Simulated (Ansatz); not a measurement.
# H interstitial in GaSb

Aim: make a H interstitial in a supercell of 32 atoms of GaSb, relax it, and find its formation energy, moment and surroundings.

Computed with Ansatz 0.2.0 (DFT PBE, scalar-relativistic, plane waves, PAW, unless a step's input says otherwise).

1 further run of the same task is left out (set aside as unsound or not needed).

### 1 The starting structure

Symmetry: F-43m, No. 216, cubic system. The conventional cell has a = 6.215 Å, b = 6.215 Å, c = 6.215 Å, α = 90.00°, β = 90.00°, γ = 90.00°. Ga (site symmetry -43m) has 4 Sb at 2.69 Å in its first shell of neighbours. Around Sb (site symmetry -43m) lie 4 Ga at 2.69 Å.

Structure file:

```xyz
2
Lattice="0.0000 3.1077 3.1077 3.1077 0.0000 3.1077 3.1077 3.1077 0.0000" Properties=species:S:1:pos:R:3 pbc="T T T"
Ga    0.0000    0.0000    0.0000
Sb    4.6616    4.6616    4.6616
```

It goes back to an entry of the Materials Project.

It is the result of an earlier relaxation at this level (volume 30.01 Å³/atom; gap on the mesh: none (metal)).

### 2 Reference: the perfect crystal in the supercell

input.yaml reads:

```yaml
crystal:
  lattice:
    - [6.2154872463, -6.2154872463, -6.2154872463]
    - [-6.2154872463, -6.2154872463, 6.2154872463]
    - [-6.2154872463, 6.2154872463, -6.2154872463]
  atoms:
    - { symbol: Ga, position: [0.25, 0.25, 0.5] }
    - { symbol: Ga, position: [0.25, 0.5, 0.25] }
    - { symbol: Ga, position: [0.25, 0.75, 0.0] }
    - { symbol: Ga, position: [0.0, 0.25, 0.75] }
    - { symbol: Ga, position: [0.25, 0.0, 0.75] }
    - { symbol: Ga, position: [0.0, 0.5, 0.5] }
    - { symbol: Ga, position: [0.0, 0.75, 0.25] }
    - { symbol: Ga, position: [0.75, 0.25, 0.0] }
    - { symbol: Ga, position: [1.0, 1.0, 1.0] }
    - { symbol: Ga, position: [0.75, 0.5, 0.75] }
    - { symbol: Ga, position: [0.75, 0.75, 0.5] }
    - { symbol: Ga, position: [0.5, 0.25, 0.25] }
    - { symbol: Ga, position: [0.75, 0.0, 0.25] }
    - { symbol: Ga, position: [0.5, 0.5, 0.0] }
    - { symbol: Ga, position: [0.5, 0.75, 0.75] }
    - { symbol: Ga, position: [0.5, 0.0, 0.5] }
    - { symbol: Sb, position: [0.0, 0.25, 0.5] }
    - { symbol: Sb, position: [0.0, 0.5, 0.25] }
    - { symbol: Sb, position: [0.0, 0.75, 0.0] }
    - { symbol: Sb, position: [0.75, 0.25, 0.75] }
    - { symbol: Sb, position: [0.0, 0.0, 0.75] }
    - { symbol: Sb, position: [0.75, 0.5, 0.5] }
    - { symbol: Sb, position: [0.75, 0.75, 0.25] }
    - { symbol: Sb, position: [0.5, 0.25, 0.0] }
    - { symbol: Sb, position: [0.75, 0.0, 0.0] }
    - { symbol: Sb, position: [0.5, 0.5, 0.75] }
    - { symbol: Sb, position: [0.5, 0.75, 0.5] }
    - { symbol: Sb, position: [0.25, 0.25, 0.25] }
    - { symbol: Sb, position: [0.5, 0.0, 0.25] }
    - { symbol: Sb, position: [0.25, 0.5, 0.0] }
    - { symbol: Sb, position: [0.25, 0.75, 0.75] }
    - { symbol: Sb, position: [0.25, 0.0, 0.5] }
basis:
  ecutwfc: 420
  xc_grid: 2
kpoints:
  mp_grid: { grid: [3, 3, 3], shift: [0.0, 0.0, 0.0] }
hamiltonian:
  xc: pbe
scf:
  occupations: { method: gaussian, width: 0.1 }
output:
  forces: true
  stress: true
  eigenvalues: true
```

Launch:

```bash
> ansatz run input.yaml --threads 4 --pin off --max-ram 10240MiB --backend cpu --events-out ev --progress --plain --runs-dir out
```

The session goes on with these runs: relaxing the defect.

**Question.** What will these runs give? Wanted: formation energy, neutral; nearest atoms after relaxation, one image of each, neutral.

The runs gave:

| quantity | value |
| --- | --- |
| formation energy, neutral | 1.61 eV |
| nearest atoms after relaxation, one image of each, neutral | 1 Sb at 1.81 Å, 3 Sb at 2.91 Å, 3 Ga at 2.98 Å |

In words: The neutral defect costs 1.61 eV against the elements. Spin polarisation was off in the neutral run, so a moment could not show there. A cell of 32 sites leaves finite-size errors of tenths of an eV, or more where the defect fills or empties host bands. Other minima may exist. Spin-orbit coupling is left out for Sb.
